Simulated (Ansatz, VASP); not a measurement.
**Si: VASP beside Ansatz**

File INCAR:

```
PREC = Accurate ; ENCUT = 600
EDIFF = 1E-6 ; ISMEAR = 1
SIGMA = 0.01 ; LREAL = False
LASPH = True ; NELM = 100
ALGO = Normal ; ISIF = 3
LWAVE = False ; LCHARG = False
IBRION = 2 ; NSW = 100
EDIFFG = -0.005
```

KPOINTS

```
regular mesh
0
Gamma
  11 11 11
```

The input POSCAR:

```
Si
1.0
    0.0000000000      2.7492688318      2.7492688318
    2.7492688318      0.0000000000      2.7492688318
    2.7492688318      2.7492688318      0.0000000000
Si
2
Direct
    0.7500000000      0.7500000000      0.7500000000
    0.5000000000      0.5000000000      0.5000000000
```

Input for Ansatz:

```yaml
crystal:
  lattice:
    - [0.0, 2.7492688318, 2.7492688318]
    - [2.7492688318, 0.0, 2.7492688318]
    - [2.7492688318, 2.7492688318, 0.0]
  atoms:
    - { symbol: Si, position: [0.75, 0.75, 0.75] }
    - { symbol: Si, position: [0.5, 0.5, 0.5] }
kpoints:
  mp_grid: { grid: [11, 11, 11] }
scf:
  occupations: { method: methfessel_paxton, width: 0.01 }
hamiltonian:
  xc: lda
  pseudopotentials: { kind: all_electron, lapw: { basis_error: 0.001 } }
output:
  forces: true
  stress: true
relax:
  f_tol: 0.005
  max_steps: 80
  cell: {}
```

Alike in both runs: task relaxation of cell and atoms; functional LDA; k mesh 11 × 11 × 11; occupations methfessel-paxton of order 1, width 0.01 eV; no spin polarisation.

|  | VASP | Ansatz |
| --- | --- | --- |
| version | VASP 6.6.1 | Ansatz 0.2.0 |
| potentials or method | VASP PAW LDA potentials, release 64 (Si) | all-electron LAPW, scalar-relativistic |
| plane-wave cutoff (eV) | 600 | see its input |

|  | VASP | Ansatz | Ansatz less VASP |
| --- | --- | --- | --- |
| relaxed volume (Å³/atom) | 19.72 | 19.69 | -0.024 |
| relaxed cell length with the largest relative difference (Å) | 3.821 | 3.819 | -0.0016 |
| energy change over the relaxation (meV/atom) | -16 | -16 | -0.6 |

Ansatz ran all-electron here, so the differences hold the error of VASP's frozen core and of both bases.

 LDA usually gives volumes a few per cent too small. Zero-point motion and thermal expansion aren't in these numbers.
